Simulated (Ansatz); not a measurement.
The parent structure is a 16-atom supercell of InN in the zinc blende structure (space group F-43m, No. 216; a = 5.049 Å) at its relaxed geometry.

Computed with plane-wave PAW DFT at the PBE level (Ansatz, a quantum-chemistry and plane-wave program, 420 eV), no spin-orbit coupling.

For the base:

```
Item        Value
--------  -------
Pressure  0.0 GPa
```

One thing is altered: a neutral In interstitial (started 2.06 Å from the nearest host atom), atoms relaxed at fixed cell, starting from a slightly rattled geometry.

Task: Estimate the effect on the final site of the added atom, largest displacement of a host atom from its site in the perfect cell and pressure.

Result: The final site of the added atom amounts to 4 N at 2.21 Å (tetrahedral); the largest displacement of a host atom from its site in the perfect cell is 0.20 Å; the pressure goes from zero to 16.9 GPa.

The cell is small, so the values are those of an ordered compound at a high defect concentration; dilute-limit values will differ. The mesh was chosen for an insulator and is coarse for the gapless case. The final runs are not spin-polarised. The defect cell is not spin-polarised. This is not the structure that InN has at room temperature and ambient pressure.
